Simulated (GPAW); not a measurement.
HfC:

```
CELL_PARAMETERS angstrom
0.00000 2.32500 2.32500
2.32500 0.00000 2.32500
2.32500 2.32500 0.00000
ATOMIC_POSITIONS crystal
Hf 0.50000 0.50000 0.50000
C 0.00000 0.00000 0.00000
```

Base run:

```yaml
Program: GPAW 26.7.0
Functional: PBEsol
Potentials_or_basis: PAW data sets generated in the run's folder for this functional
Cutoff: 800 eV
Basis: pw
k_mesh: 7 × 7 × 7
Occupations: fermi-dirac, width 0.05 eV
Spin: spin-orbit coupling, no magnetisation
```

Its results: pressure -5.3 GPa.

Q: The run is repeated on the same cell with these changes: functional from PBEsol to PBE; potentials or basis from PAW data sets generated in the run's folder for this functional to GPAW PAW data sets (gpaw-data 1.2.1). What comes out?

A: Pressure 1.4 GPa.

Caveats: spin-orbit coupling was added after a scalar SCF, so levels and gaps hold it while energy, forces, pressure and moments don't.
